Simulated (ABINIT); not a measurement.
# B (Pm-3m) in ABINIT: further runs, part 2 of 2

ABINIT 10.8.3 (patched build). Earlier steps stand in the parts before.

## 3. Single point, AM05 (cell relaxed)

The input, run.abi:

```
pp_dirpath "./"
pseudos "B.upf"

acell 3*1.0
rprim
     3.5382840595     0.0000000000     0.0000000000
     0.0000000000     3.5382840595     0.0000000000
     0.0000000000     0.0000000000     3.5382840595
ntypat 1
znucl 5
natom 1
typat 1
xred
     0.5000000000     0.5000000000     0.5000000000
chkprim 0
chksymtnons 0
tolsym 1.0e-6

ecut 1034.032677 eV

kptopt 1
ngkpt 10 10 10
nshiftk 1
shiftk 0.0 0.0 0.0

ixc -120135

nband 6
occopt 3
tsmear 0.05 eV

nstep 100
tolvrs 1.0e-10

iomode 3
prtwf 0
prtden 0
prteig 0
prtebands 0
```

Potentials or basis: PseudoDojo NC SR PBEsol v0.4 stringent.

On the command line:

```bash
abinit run.abi > log 2>&1
```

Run time: 2.5 s. Hardware: 1 thread of Arm Neoverse V1, shared host; peak memory 0.07 GiB.

The run converged. Its results:

| Quantity | Value |
| --- | --- |
| Free energy | -78.7683 eV |
| Pressure | -0.1 GPa |
| Band gap on the k mesh | none (metal or under the smearing width) |
| Valence electrons inside the program's atomic spheres | B 2.60 (radii [1.0584] Å) |

Levels at points of the mesh, in eV from the Fermi level:
| k point | band 1 | band 2 | band 3 | band 4 | band 5 | band 6 |
| --- | --- | --- | --- | --- | --- | --- |
| (0.00, 0.00, 0.00) | -15.96 | 13.92 | 13.92 | 13.92 | 24.51 | 24.51 |
| (0.50, 0.00, 0.00) | -8.41 | -6.14 | 17.92 | 17.92 | 30.25 | 32.06 |
| (0.50, 0.50, 0.00) | -1.94 | -1.94 | 4.65 | 8.07 | 21.16 | 40.85 |
| (0.50, 0.50, 0.50) | 3.58 | 3.58 | 3.58 | 16.75 | 16.75 | 16.75 |

Caveat: the potentials were made for another functional, which shifts forces and pressure.

## 4. Single point, LDA

The input, run.abi:

```
# Pseudopotentials
pp_dirpath "./"
pseudos "B.upf"

# Structure
acell 1.88524 1.88524 1.88524 Angstrom
rprim
     1.0000000000     0.0000000000     0.0000000000
     0.0000000000     1.0000000000     0.0000000000
     0.0000000000     0.0000000000     1.0000000000
ntypat 1
znucl 5
natom 1
typat 1
xred
     0.5000000000     0.5000000000     0.5000000000

# Plane-wave basis
ecut 34.0

# k points
kptopt 1
ngkpt 10 10 10
nshiftk 1
shiftk 0.0 0.0 0.0

# Exchange and correlation
ixc 7

# Bands and occupations
nband 6
occopt 3
tsmear 0.00183747

# SCF cycle
nstep 100
tolvrs 1.0e-10

# Output
iomode 3
prtwf 0
prtden 0
prteig 0
prtebands 0
enunit 2
```

Potentials or basis: PseudoDojo NC SR LDA v0.4 stringent.

On the command line:

```bash
abinit run.abi > log 2>&1
```

run.abo:

```text
.Version 10.8.3 of ABINIT
 Symmetries : space group Pm -3 m (#221); Bravais cP (primitive cubic)
================================================================================
 Values of the parameters that define the memory need of the present run
     intxc =       0    ionmov =       0      iscf =       7    lmnmax =       4
     lnmax =       4     mgfft =      20  mpssoang =       2    mqgrid =    3001
     natom =       1  nloc_mem =       1    nspden =       1   nspinor =       1
    nsppol =       1      nsym =      48    n1xccc =    2501    ntypat =       1
    occopt =       3   xclevel =       1
       mpw =         449          nfft =        8000          nkpt =          56
================================================================================
================================================================================

--------------------------------------------------------------------------------
------------- Echo of variables that govern the present computation ------------
--------------------------------------------------------------------------------
 -outvars: echo values of preprocessed input variables --------
            acell      3.5625872816E+00  3.5625872816E+00  3.5625872816E+00 Bohr
              amu      1.08110000E+01
             ecut      3.40000000E+01 Hartree
           enunit           2
                       outvar_i_n : Printing only first  50 k-points.
              ixc           7
                       outvar_i_n : Printing only first  50 k-points.
         kptrlatt       10    0    0      0   10    0      0    0   10
          kptrlen      3.56258728E+01
            natom           1
            nband           6
[... 141 lines left out ...]
 Eigenvalues (   eV  ) for nkpt=  56  k points:
 kpt#   1, nband=  6, wtk=  0.00100, kpt=  0.0000  0.0000  0.0000 (reduced coord)
  -7.32215   21.72775   21.72775   21.72775   32.70664   32.70664
 prteigrs : prtvol=0 or 1, do not print more k-points.

--- !EnergyTerms
iteration_state     : {dtset: 1, }
comment             : Components of total free energy in Hartree
kinetic             :  1.95306212667099E+00
hartree             :  3.85541477005245E-02
xc                  : -1.20753357169650E+00
Ewald energy        : -3.58386690582520E+00
psp_core            :  2.11893524954974E-01
local_psp           : -4.05433975971214E-01
non_local_psp       :  7.59533521387316E-02
internal            : -2.91737130202769E+00
'-kT*entropy'       : -2.14184891259228E-04
total_energy        : -2.91758548691895E+00
total_energy_eV     : -7.93915455902202E+01
band_energy         :  2.73772948462043E-01
...

 Cartesian components of stress tensor (hartree/bohr^3)
  sigma(1 1)=  2.83278016E-04  sigma(3 2)=  0.00000000E+00
  sigma(2 2)=  2.83278016E-04  sigma(3 1)=  0.00000000E+00
  sigma(3 3)=  2.83278016E-04  sigma(2 1)=  0.00000000E+00

-Cartesian components of stress tensor (GPa)         [Pressure= -8.3343E+00 GPa]
- sigma(1 1)=  8.33432698E+00  sigma(3 2)=  0.00000000E+00
- sigma(2 2)=  8.33432698E+00  sigma(3 1)=  0.00000000E+00
- sigma(3 3)=  8.33432698E+00  sigma(2 1)=  0.00000000E+00

== END DATASET(S) ==============================================================
================================================================================

 -outvars: echo values of variables after computation  --------
            acell      3.5625872816E+00  3.5625872816E+00  3.5625872816E+00 Bohr
           etotal     -2.9175854869E+00
            fcart     -0.0000000000E+00 -0.0000000000E+00 -0.0000000000E+00
           strten      2.8327801636E-04  2.8327801636E-04  2.8327801636E-04
                       0.0000000000E+00  0.0000000000E+00  0.0000000000E+00
           xangst      9.4262000000E-01  9.4262000000E-01  9.4262000000E-01
             xred      5.0000000000E-01  5.0000000000E-01  5.0000000000E-01
 Calculation completed.
```

Run time: 2.2 s. Hardware: 1 thread of Arm Neoverse V1, shared host; peak memory 0.1 GiB.

What came out:

| Quantity | Value |
| --- | --- |
| Free energy | -79.3915 eV |
| Pressure | -8.3 GPa |
| Band gap on the k mesh | none (metal or under the smearing width) |
| Valence electrons inside the program's atomic spheres | B 2.61 (radii [1.0584] Å) |

## 5. Single point, LDA

run.abi, as its differences from that of step 4:

```diff
@@ -5,3 +5,3 @@
 # Structure
-acell 1.88524 1.88524 1.88524 Angstrom
+acell 3.5625872792 3.5625872792 3.5625872792
 rprim
@@ -18,3 +18,3 @@
 # Plane-wave basis
-ecut 34.0
+ecut 28.0
 
@@ -32,3 +32,3 @@
 occopt 3
-tsmear 0.00183747
+tsmear 0.05 eV
 
@@ -41,5 +41,9 @@
 prtwf 0
-prtden 0
 prteig 0
 prtebands 0
-enunit 2
+enunit 1
+prtden 1
+prtvha 1
+prtvclmb 1
+prtpot 1
+prtelf 1
```

Potentials or basis: PseudoDojo NC SR LDA v0.4.1 standard.

On the command line:

```bash
abinit run.abi > log 2>&1
```

It took 2.2 s on 1 thread of Arm Neoverse V1, shared host; peak memory 0.1 GiB.

The run converged. Its results:

```yaml
Free_energy: -79.3779 eV
Band_gap_on_the_k_mesh: none (metal or under the smearing width)
Valence_electrons_inside_the_program's_atomic_spheres: B 2.60 (radii [1.0584] Å)
```

Levels at points of the mesh, in eV from the Fermi level:
| k point | band 1 | band 2 | band 3 | band 4 |
| --- | --- | --- | --- | --- |
| (0.00, 0.00, 0.00) | -15.57 | 13.50 | 13.50 | 13.50 |
| (0.50, 0.00, 0.00) | -8.15 | -5.99 | 17.30 | 17.30 |
| (0.50, 0.50, 0.00) | -1.90 | -1.90 | 4.52 | 8.38 |
| (0.50, 0.50, 0.50) | 3.41 | 3.41 | 3.41 | 16.88 |

Caveat: the cutoff is too short for stress, so the log's stress isn't used.

## 6. Relaxation of cell and atoms, PBE+D3(BJ)

The input, run.abi:

```
pp_dirpath "./"
pseudos "B_ONCV_PBE-1.2.upf"

acell 3*1.0
rprim
     3.5625872792     0.0000000000     0.0000000000
     0.0000000000     3.5625872792     0.0000000000
     0.0000000000     0.0000000000     3.5625872792
ntypat 1
znucl 5
natom 1
typat 1
chkprim 0
chksymtnons 0
tolsym 1.0e-6
xred
            1/2            1/2            1/2

ecut 22.0
ecutsm 0.5

kptopt 1
ngkpt 10 10 10
nshiftk 1
shiftk 0.0 0.0 0.0

ixc 11
vdw_xc 7

nband 6
occopt 3
tsmear 0.05 eV

nstep 80
tolvrs 1.0e-12

iomode 3
prteig 0
prtebands 0
prtwf 0
prtden 0

ionmov 2
optcell 2
ntime 50
tolmxf 2.0e-5
dilatmx 1.08
```

Potentials or basis: SG15 NC PBE v1.2.

On the command line:

```bash
abinit run.abi > log 2>&1
```

Wall time 5.6 s (1 thread of Arm Neoverse V1, shared host); peak memory 0.1 GiB.

The run converged. Its results:

| Quantity | Value |
| --- | --- |
| Free energy | -76.3039 eV |
| Relaxed volume | 6.51 Å³/atom |
| Relaxed cell | a = 1.867 Å, b = 1.867 Å, c = 1.867 Å, α = 90.00°, β = 90.00°, γ = 90.00° |
| Space group after relaxing (to 0.05 Å) | Pm-3m (No. 221) |
| Energy gained by relaxing | 4.1 meV/atom |
| Ionic steps | 4 |
| Pressure after relaxing | 0.0 GPa |
| Band gap on the k mesh | none (metal or under the smearing width) |

Step by step:
```csv
step,energy change (eV),largest force (eV/Å),pressure (GPa),volume (Å³)
1,0.0000,0.0000,-6.59,6.70
2,-0.0037,0.0000,-2.12,6.57
3,-0.0041,0.0000,0.06,6.51
4,-0.0041,0.0000,0.00,6.51
```

Final structure:
```xyz
1
Lattice="1.8669 0.0000 0.0000 0.0000 1.8669 0.0000 0.0000 0.0000 1.8669" Properties=species:S:1:pos:R:3 pbc="T T T"
B     0.9335    0.9335    0.9335
```

Caveat: pairwise dispersion overbinds metals, which lowers pressure and volume.

## 7. Summary

```tsv
task	level	potentials or basis	cell	cutoff (eV)	cell freedom (optcell)	optimiser (ionmov)	cutoff smearing ecutsm (Ha)	force stop (Ha/bohr)	gap on the mesh (eV)	pressure (GPa)	relaxed volume (Å³/atom)
relaxation of cell and atoms	AM05	PseudoDojo NC SR PBEsol v0.4 stringent	relaxed	1034	2	2	0.5	2e-05	none	0.0	6.56
single point	AM05	PseudoDojo NC SR PBEsol v0.4 stringent	cell relaxed	1034	-	-	-	-	none	-0.1	-
single point	LDA	PseudoDojo NC SR LDA v0.4 stringent	as given	925	-	-	-	-	none	-8.3	-
single point	LDA	PseudoDojo NC SR LDA v0.4.1 standard	as given	762	-	-	-	-	none	-	-
relaxation of cell and atoms	PBE+D3(BJ)	SG15 NC PBE v1.2	relaxed	599	2	2	0.5	2e-05	none	0.0	6.51
```

Alike in all rows: no spin polarisation; k mesh 10 × 10 × 10; smearing fermi-dirac 0.05 eV.

Caveats: the potentials were made for another functional, which shifts forces and pressure (some runs); pairwise dispersion overbinds metals, which lowers pressure and volume (some runs).

Absolute energies hang on the potentials; compare differences alone.
